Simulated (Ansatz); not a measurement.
## SiNi (P2_13), clamped-ion strain scan

Level of theory: DFT r2SCAN, scalar-relativistic, plane waves, PAW in Ansatz 0.2.0. Settings: plane waves to 500 eV, k-mesh 10×10×10 (Γ-centred), Gaussian smearing 0.15 eV. No spin polarisation. A magnetic state may lie lower. Energies are free energies at this smearing, counted from the undisturbed cell; pressure is positive in compression.

The undisturbed cell (relaxed at this level; this form isn't the usual structure):

```
Si Ni
1.0
     4.46481    0.00000    0.00000
     0.00000    4.46481    0.00000
     0.00000    0.00000    4.46481
Si Ni
4 4
Direct
  0.84692 0.84692 0.84692
  0.65308 0.15308 0.34692
  0.34692 0.65308 0.15308
  0.15308 0.34692 0.65308
  0.14873 0.14873 0.14873
  0.35127 0.85127 0.64873
  0.64873 0.35127 0.85127
  0.85127 0.64873 0.35127
```

The cell is strained by ε times the Voigt pattern (0, 0, 0, 0, 1, 0) (xx, yy, zz, yz, xz, xy; engineering shear) with fractional coordinates fixed. The cell is metallic on the mesh throughout.

| ε | ΔE (meV/atom) | stress summed along the pattern (GPa, tension positive) | pressure (GPa) |
| --- | --- | --- | --- |
| -0.0600 | 10.5 | -4.95 | 0.5 |
| -0.0300 | 2.6 | -2.53 | 0.1 |
| 0.0000 | 0.0 | 0.00 | 0.0 |
| 0.0150 | 0.7 | 1.27 | 0.0 |
| 0.0450 | 5.9 | 3.76 | 0.3 |